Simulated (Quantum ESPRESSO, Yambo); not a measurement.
# CdTe (F-43m): G0W0 on several meshes in Yambo, part 2 of 2

Wanted: mesh dependence and cost of G0W0 for CdTe (F-43m).

Quantum ESPRESSO 7.5 and Yambo 5.3.0; PBE and many-body steps on it, plane waves. Known limits of the many-body steps: not at the basis limit; no spin-orbit coupling; coarse k mesh.

So far. Step 4 (4×4×4): The gap on the mesh goes from 0.87 eV to 1.68 eV, a correction of +0.81 eV. Step 5 (Empty states on the mesh, 2×2×2 mesh, 194 bands): On this mesh the gap is 0.870 eV.

The database entry behind the starting cell differs from later determinations by our own check (an axis about 1.1 % short against later determinations), so it need not match the best structure at ambient conditions.

## 6. Conversion and set-up

This step: Yambo 5.3.0; conversion and set-up on PBE, plane waves, norm-conserving pseudopotentials.

Run with:

```
(cd o/x.save; p2y > p2y.log; mv SAVE ../..); yambo > setup.log
```

Log:

```text
 Yambo, version 5.3.0

 [02] CORE Variables Setup
 =========================

  [02.01] Unit cells
  ==================

  Cell kind             :  FCC
  Atoms in the cell     :  Cd  Te
  number of Cd atoms    :  1
  number of Te atoms    :  1

  List of atomic masses
  Mass of Cd    :  112.4100
  Mass of Te    :  127.6000

  List of atomic coordinates    : [cc]
  Cd1       :  0.000000  0.000000  0.000000  order 1
  Te1       :  3.028286  3.028286  3.028286  order 2

  Alat factors          :  6.056572  6.056572  6.056572 [a.u.]
  Direct lattice volume :  444.3352 [a.u.]
[...]
0.000000  0.000000  0.000000  0.000000  0.000000  0.000000  0.000000  0.000000

 [03] Transferred momenta grid and indexing
 ==========================================

 IBZ Q-points                                      :  3
 BZ  Q-points                                      :   8

 K/Q-points units:
 rlu = crystal or reduced units; cc = cartesian coordinates; iku = interal k-units

 Q [1]          [rlu]:  0.000000  0.000000  0.000000
 Q [2]          [rlu]:  0.18390E-17  0.18390E-17 -0.50000
 Q [3]          [rlu]: -0.18782E-16 -0.50000     -0.50000

  [03.01] X indexes
  =================

   [03.01.01] Sigma indexes
   ========================

 [06] Game Over & Game summary
```

It took 3.1 s on 1 MPI rank of Arm Neoverse V1, shared host; peak memory 0.26 GiB.

## 7. 2×2×2

This step: G0W0 on PBE, plane waves, norm-conserving pseudopotentials.

gw11.in

```
HF_and_locXC
gw0
dyson
ppa
em1d
rim_cut
RandQpts= 1000000
RandGvec= 1 RL
EXXRLvcs= 94 Ry
VXCRLvcs= 376 Ry
Chimod= "HARTREE"
% BndsRnXp
 1 | 194 |
%
NGsBlkXp= 15.5 Ry
% LongDrXp
 1 | 1 | 1 |
%
% GbndRnge
 1 | 194 |
%
DysSolver= "n"
ExtendOut
PPAPntXp= 27.21138 eV
% QPkrange
 1 | 1 | 21 | 24 |
%
```

Run with:

```
OMP_NUM_THREADS=1 mpirun -n 8 yambo -F gw11.in -J gw11 -C gw11 > gw11.log
```

Log:

```text
 Yambo, version 5.3.0

 [02] CORE Variables Setup
 =========================

  [... cell, symmetries and grids as in the set-up ...]

  [02.05] Energies & Occupations
  ==============================

  [X] === General ===
  [X] Electronic Temperature                        :  0.000000  0.000000 [eV K]
  [X] Bosonic    Temperature                        :  0.000000  0.000000 [eV K]
  [X] Finite Temperature mode                       : no
  [X] El. density                                   :  0.66825E+24 [cm-3]
  [X] Fermi Level                                   :  8.767355 [eV]

  [X] === Gaps and Widths ===
  [X] Conduction Band Min                           :  0.870059 [eV]
  [X] Valence Band Max                              :  0.000000 [eV]
  [X] Filled Bands                                  :  22
  [X] Empty Bands                                   :   23  194
  [X] Direct Gap                                    :  0.870059 [eV]
  [X] Direct Gap localized at k                     :  1
  [X] Indirect Gap                                  :  0.870059 [eV]
  [X] Indirect Gap between kpts                     :  1  1
  [X] Last valence band width                       :  1.974989 [eV]
  [X] 1st conduction band width                     :  1.671899 [eV]

 [03] Transferred momenta grid and indexing
 ==========================================

 IBZ Q-points                                      :  3
 BZ  Q-points                                      :   8

 K/Q-points units:
 rlu = crystal or reduced units; cc = cartesian coordinates; iku = interal k-units

 Q [1]          [rlu]:  0.000000  0.000000  0.000000
 Q [2]          [rlu]:  0.18390E-17  0.18390E-17 -0.50000
 Q [3]          [rlu]: -0.18782E-16 -0.50000     -0.50000

 [04] Coloumb potential Random Integration (RIM)
[...]
================================================

 [VXC] Plane waves :   54769
 [EXS] Plane waves :   6879

 QP @ state[ 1 ] K range:  1  1
 QP @ state[ 1 ] b range:  21  24

 [xc] Functional : Perdew, Burke & Ernzerhof(X)+Perdew, Burke & Ernzerhof(C)
 [xc] LIBXC used to calculate xc functional
  PP Number of Atomic Species                      :  2
  NLCC RL compoments                               :   54769
  PP Number of Atomic Species                      :  2
  NLCC RL compoments                               :   54769

 [xc] E_xc :  -35.82044 [Ha]
      E_xc :  -71.64089 [Ry]

  Local XC kind (lXC) : Perdew, Burke & Ernzerhof(X)+Perdew, Burke & Ernzerhof(C)
  Non-Local XC kind (nlXC) : Hartree-Fock

  Corrections @ K [1] :  [eV]
 <21|nlXC|21> = -17.04961  0.33821E-17 <21|lXC|21> = -14.69584 -0.18881E-15
 <22|nlXC|22> = -17.04961 -0.24590E-16 <22|lXC|22> = -14.69584 -0.18873E-15
 <23|nlXC|23> = -7.194541 -0.31883E-17 <23|lXC|23> = -11.94148  0.18879E-15
 <24|nlXC|24> = -5.660263 -0.93559E-20 <24|lXC|24> = -10.18698 -0.18881E-15

 [08] Dyson equation: Newton solver
 ==================================

  [08.01] G0W0 (W PPA)
  ====================

  [  GW  ] Bands range     :    1  194
  [GW/PPA] G damping       :  0.100000 [eV]

  QP @ state[ 1 ] K range:  1  1
  QP @ state[ 1 ] b range:  21  24

   Sc/G bands                                       :    1  194
   Sc/G damping                                     :  0.100000 ev
   Sc bands terminator                              : no
   Sx RL components                                 :   6879

   QP @ state[ 1 ] K range                          :  1  1
   QP @ state[ 1 ] b range                          :  21  24
   GF energies kind                                 : Perdew, Burke & Ernzerhof(X)+Perdew, Burke & Ernzerhof(C)
   GF WF`s kind                                     : Perdew, Burke & Ernzerhof(X)+Perdew, Burke & Ernzerhof(C)
   Xs energies kind                                 : Perdew, Burke & Ernzerhof(X)+Perdew, Burke & Ernzerhof(C)
   Xs WF`s kind                                     : Perdew, Burke & Ernzerhof(X)+Perdew, Burke & Ernzerhof(C)

 [11] Game Over & Game summary
```

Wall time 29 s (8 MPI ranks); peak memory 3.2 GiB.

This step gave:

```yaml
g0w0_gap_on_the_points_computed: 1.623 eV
starting_gap_on_the_mesh: 0.8701 eV
k_of_the_valence_top: 0, 0, 0
k_of_the_conduction_bottom: 0, 0, 0
least_direct_g0w0_gap_on_the_computed_points: 1.623 eV
z_at_the_valence_top: 0.8048
z_at_the_conduction_bottom: 0.8151
```

Against G0W0 in Yambo (4×4×4 mesh, 194 bands, screening to 210.9 eV, Godby-Needs plasmon pole), the gap moves by −0.053 eV.

## 8. Side by side

Times are wall times on 8 MPI ranks of Arm Neoverse V1, shared host, good to a factor of about two.

```tsv
run	mesh	bands	screening cutoff (eV)	DFT gap (eV)	gap on the mesh (eV)	direct (eV)	time
4×4×4	4×4×4	194	210.9	0.870	1.676	1.676	6.7 min
2×2×2	2×2×2	194	210.9	0.870	1.623	1.623	29 s
```

## 9. Results

| Item | Value |
| --- | --- |
| 4×4×4 | 1.676 eV |
| 2×2×2 | 1.623 eV |
| known limits | not at the basis limit; no spin-orbit coupling; coarse k mesh |

In words: 2×2×2: −0.053 eV against 4×4×4. Bands and cutoff are finite, so the gap is not at the basis limit. The miss can reach some tenths of an eV and take either sign; the mesh is an error of its own. In the G0W0 runs levels were corrected at 1 k point alone, so a gap called «on the mesh» is the least over those, and an edge elsewhere would be missed. The 4×4×4 mesh is coarse for this cell, which bears on the long-range parts of exchange and screening. The many-body steps are scalar-relativistic: spin-orbit coupling is not in them.

[Paths, hosts, dates, memory and timing lines, banners, echoed tables and standing remarks are left out of the program output.]

[Logs are printed without paths, hosts, clocks, repeated set-up lines and the standing remarks that a program may print on its own settings, such as how far it seeks lower states.]

[Runs of the session that timed out or met a known fault of the program may be left out.]

[Hosts, paths, dates, database ids (printed as entryN), source tags and the programs' standing remarks are cut or masked in the printed files.]
